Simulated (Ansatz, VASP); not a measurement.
Given: the input of a run of Ansatz 0.2.0 on PbS (Galena).

File input.yaml:

```yaml
crystal:
  lattice:
    - [0.0, 2.96575, 2.96575]
    - [2.96575, 0.0, 2.96575]
    - [2.96575, 2.96575, 0.0]
  atoms:
    - { symbol: Pb, position: [0.0, 0.0, 0.0] }
    - { symbol: S, position: [0.5, 0.5, 0.5] }
kpoints:
  mp_grid: { grid: [8, 8, 8] }
scf:
  occupations: { method: gaussian, width: 0.026 }
hamiltonian:
  xc: pbe
  pseudopotentials: { kind: all_electron, lapw: { basis_error: 0.001 } }
output:
  forces: true
  stress: true
  eigenvalues: true
```

Potentials or basis: all-electron LAPW, scalar-relativistic.

Launch:

```sh
$ ansatz run input.yaml --threads 1 --pin off --max-ram 3072MiB --backend cpu --events-out ev --progress --plain --runs-dir out
```

Task: Translate it to VASP 6.6.1. Potentials there: VASP PAW PBE potentials, release 64 (Pb_d, S).

Result: As run (the cutoff follows the program's own potentials):

File INCAR:

```
SYSTEM = PbS
ALGO = Normal
EDIFF = 1E-6
ENCUT = 520
GGA = PE
ISIF = 2
ISMEAR = 0
LASPH = .True.
LCHARG = .False.
LREAL = .False.
LWAVE = .False.
NBANDS = 17
NELM = 100
PREC = Accurate
SIGMA = 0.026000000000000002
```

The input KPOINTS:

```
k-points
0
Gamma
  8 8 8
  0 0 0
```

Contents of POSCAR:

```
PbS
1.0
    0.0000000000      2.9657500000      2.9657500000
    2.9657500000      0.0000000000      2.9657500000
    2.9657500000      2.9657500000      0.0000000000
Pb S
1 1
Direct
    0.0000000000      0.0000000000      0.0000000000
    0.5000000000      0.5000000000      0.5000000000
```

Potentials or basis: VASP PAW PBE potentials, release 64 (Pb_d, S).

Launch:

```console
$ cat potpaw_PBE.64/Pb_d/POTCAR potpaw_PBE.64/S/POTCAR > POTCAR
$ mpirun -np 1 vasp_std > vasp.out
```

Both were run:

|  | VASP | Ansatz | Ansatz less VASP |
| --- | --- | --- | --- |
| gap on the k mesh at the Fermi level (eV) | 0.36 | 0.36 | -0.008 |
| least direct gap on the mesh (eV) | 0.36 | 0.36 | -0.008 |
| pressure (GPa) | 2.1 | 2.2 | +0.10 |

Ansatz ran all-electron here, so the differences hold the error of VASP's frozen core and of both bases.

Caveats: spin-orbit coupling is left out, which as a rule narrows the gap of such compounds by several tenths of an eV.
